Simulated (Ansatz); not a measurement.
## LiCl, response to strain

The reference is LiCl in the rock salt structure (space group Fm-3m, No. 225; a = 5.112 Å). Axes: x, y, z lie along the cube axes.

Strains are applied to the cell and any free atomic positions relax; under biaxial strain the out-of-plane vector relaxes too; under stress the whole cell relaxes.

Method: r2SCAN (Ansatz, an electronic-structure program; PAW; 500 eV plane waves; scalar-relativistic without spin-orbit coupling).

Notes on the quantities. energy relative to the base: free energy F; pressure: mean of the normal stresses, compression positive.

| change | energy relative to the base | pressure | band gap | gap character | volume per atom |
|---|---|---|---|---|---|
| base | 0 meV/atom | 0.00 GPa | 7.29 eV | direct at Γ | 16.70 Å³ |
| biaxial strain −4.57 %, plane normal [110], relaxed out of plane | +19 meV/atom | 2.79 GPa | 7.04 eV | indirect, Γ → R | 15.65 Å³ |
| biaxial strain +3.88 %, plane normal [110], relaxed out of plane | +11 meV/atom | -1.74 GPa | 6.75 eV | direct at Γ | 17.72 Å³ |
| uniaxial strain ε_xx = −4.98 % | +9.7 meV/atom | 2.21 GPa | 7.53 eV | indirect, Γ → N | 15.87 Å³ |
| uniaxial strain ε_xx = −0.80 % | +0.2 meV/atom | 0.29 GPa | 7.33 eV | direct at Γ | 16.57 Å³ |
| uniaxial strain ε_xx = +3.76 % | +3.8 meV/atom | -1.10 GPa | ___ | direct at Γ | 17.33 Å³ |
| uniaxial strain ε_xx = +4.90 % | +6.2 meV/atom | -1.36 GPa | 6.93 eV | direct at Γ | 17.52 Å³ |
| uniaxial strain ε_zz = −2.49 % | +2.2 meV/atom | 0.98 GPa | 7.43 eV | direct at Γ | 16.29 Å³ |
| uniaxial stress, 8 GPa compression along z | +35 meV/atom | – | 7.33 eV | direct at Γ | 16.16 Å³ |
| uniaxial stress, 2 GPa tension along x | +6.5 meV/atom | – | ___ | direct at Γ | 17.20 Å³ |

### Question
What belongs in the blanks?

### Answer

- uniaxial strain ε_xx = +3.76 %, band gap: 7.01 eV
- uniaxial stress, 2 GPa tension along x, band gap: 7.02 eV

A biaxial case was relaxed in a doubled cell and then solved in the primitive one. Beyond what the load breaks, stability against distortions was not tested. k-point labels follow each cell's own Brillouin zone.
